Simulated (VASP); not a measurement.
The system is Au.

```
Au
1.0
     0.00000    2.03500    2.03500
     2.03500    0.00000    2.03500
     2.03500    2.03500    0.00000
Au
1
Direct
  0.00000 0.00000 0.00000
```

```yaml
Program: VASP 6.6.1
Task: relaxation of cell and atoms
Functional: PBE0
Potentials_or_basis: VASP PAW PBE potentials, release 64 (Au)
Cutoff: 600 eV
k_mesh: 6 × 6 × 6
Occupations: fermi-dirac, width 0.05 eV
Spin: no spin polarisation
```

At the start: pressure 8.6 GPa; volume 16.85 Å³/atom.

**Question.** How do energy, volume and symmetry change on relaxing?

**Answer.** Over 5 steps the energy falls by 22.3 meV/atom and the volume is 17.73 Å³/atom (+5.2 %); space group Fm-3m (No. 225, to 0.05 Å).

Step by step:
| step | energy change (eV) | largest force (eV/Å) | pressure (GPa) | volume (Å³) |
| --- | --- | --- | --- | --- |
| 1 | 0.0000 | 0.0000 | 8.64 | 16.85 |
| 2 | 0.0232 | 0.0000 | -7.48 | 19.17 |
| 3 | -0.0222 | 0.0000 | 0.49 | 17.67 |
| 4 | -0.0223 | 0.0000 | -0.19 | 17.76 |
| 5 | -0.0223 | 0.0000 | -0.01 | 17.73 |

Final structure:
```
Au
1.0
     0.00000    2.06971    2.06971
     2.06971    0.00000    2.06971
     2.06971    2.06971    0.00000
Au
1
Direct
  0.00000 0.00000 0.00000
```

Caveat: the k mesh is coarse (spacing up to 0.45 Å⁻¹), so the values aren't converged, least of all with exact exchange; the PAW data sets were made with another functional, which shifts forces and pressure a little.
